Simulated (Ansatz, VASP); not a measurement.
# Se in VASP and in Ansatz

INCAR

```
PREC = Accurate
ENCUT = 600
EDIFF = 1E-6
ISMEAR = 0
SIGMA = 0.1
LREAL = False
LASPH = True
NELM = 100
ALGO = Fast
ISIF = 3
LWAVE = False
LCHARG = False
GGA = PS
IBRION = 2
NSW = 90
EDIFFG = -0.04
```

Contents of KPOINTS:

```
Automatic mesh
0
Gamma
  6 6 4
```

The input POSCAR:

```
Se
1.0
    4.4807445192      0.0000000000      0.0000000000
   -2.2403722596      3.8804385815      0.0000000000
    0.0000000000      0.0000000000      5.5656096825
Se
4
Direct
    0.0000000000      0.0000000000      0.2500000000
    0.0000000000      0.0000000000      0.7500000000
    0.3333333333      0.6666666667      0.7500000000
    0.6666666667      0.3333333333      0.2500000000
```

Input for Ansatz:

```yaml
crystal:
  lattice:
    - [4.4807445192, 0.0, 0.0]
    - [-2.2403722596, 3.8804385815, 0.0]
    - [0.0, 0.0, 5.5656096825]
  atoms:
    - { symbol: Se, position: [0.0, 0.0, 0.25] }
    - { symbol: Se, position: [0.0, 0.0, 0.75] }
    - { symbol: Se, position: [0.3333333333, 0.6666666667, 0.75] }
    - { symbol: Se, position: [0.6666666667, 0.3333333333, 0.25] }
basis:
  ecutwfc: 420
kpoints:
  mp_grid: { grid: [6, 6, 4] }
hamiltonian:
  xc: pbesol
scf:
  occupations: { method: gaussian, width: 0.1 }
  lower_state_search: "off"
output:
  forces: true
  stress: true
  eigenvalues: true
relax:
  adjacent_minimum: "off"
  f_tol: 0.04
  max_steps: 70
  cell: { stress_tol: 0.4 }
```

Alike in both runs: task relaxation of cell and atoms; functional PBEsol; k mesh 6 × 6 × 4; occupations gaussian, width 0.1 eV; no spin polarisation.

|  | VASP | Ansatz |
| --- | --- | --- |
| version | VASP 6.6.1 | Ansatz 0.2.0 |
| potentials or method | VASP PAW PBE potentials, release 64 (Se) | scalar-relativistic, plane waves, PAW |
| plane-wave cutoff (eV) | 600 | 420 |
| valence electrons in the cell | 24 | 64 |

```csv
,VASP,Ansatz,Ansatz less VASP
"gap on the k mesh at the Fermi level, each at its own relaxed structure (eV)",none,none,-
relaxed volume (Å³/atom),24.11,24.08,-0.029
relaxed cell length with the largest relative difference (Å),5.280,5.275,-0.0053
energy change over the relaxation (meV/atom),-29,-28,+0.3
```

A gap of «none» marks a metal or a gap that the smearing closes. The two sets of potentials don't hold the same shells in valence.

Caveats: the bands computed are all filled at some k points, so no gap is given; the PAW data sets were made with another functional, which shifts forces and pressure a little (VASP).
